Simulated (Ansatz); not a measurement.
Rows from a G0W0 calculation on CaI2 (2H monolayer) (Ansatz 0.2.0; G0W0 on PBE, plane waves, PAW; 6×6×1 mesh, 112 empty bands, screening to 21 eV), in eV. Spin-orbit coupling is left out.

```
row      Σx     Σc     Vxc     Z
  A  -17.41   1.91  -14.67  0.81
  B   -6.72  -3.82  -12.79  0.80
  C   -5.28  -3.26  -10.14  0.82
  D  -17.06   1.98  -14.13  0.81
  E   -7.14  -3.68  -13.10  0.80
  F   -5.05  -2.65   -8.70  0.84
```

**Question.** Which rows are filled states and which are empty ones, and how can one tell?

Filled: A and D. Empty: B, C, E and F. The sign of Σc tells: for a filled state bare exchange, which holds its interaction with itself, lies below Vxc (Σx − Vxc is -2.7 eV or lower here) and screening gives part back as a positive Σc. For an empty state Σx lies above Vxc (+3.7 eV or more) and the Coulomb hole leaves Σc negative.

[Paths, hosts, dates, memory and timing lines, banners, echoed tables and standing remarks are left out of the program output.]

[Logs are printed without paths, hosts, clocks, repeated set-up lines and the standing remarks that a program may print on its own settings, such as how far it seeks lower states.]

[Runs of the session that timed out or met a known fault of the program may be left out.]

[Cells called generated may have been cut or substituted from an entry of the Crystallography Open Database or the Materials Project.]

[Hosts, paths, dates, database ids (printed as entryN), source tags and the programs' standing remarks are cut or masked in the printed files.]
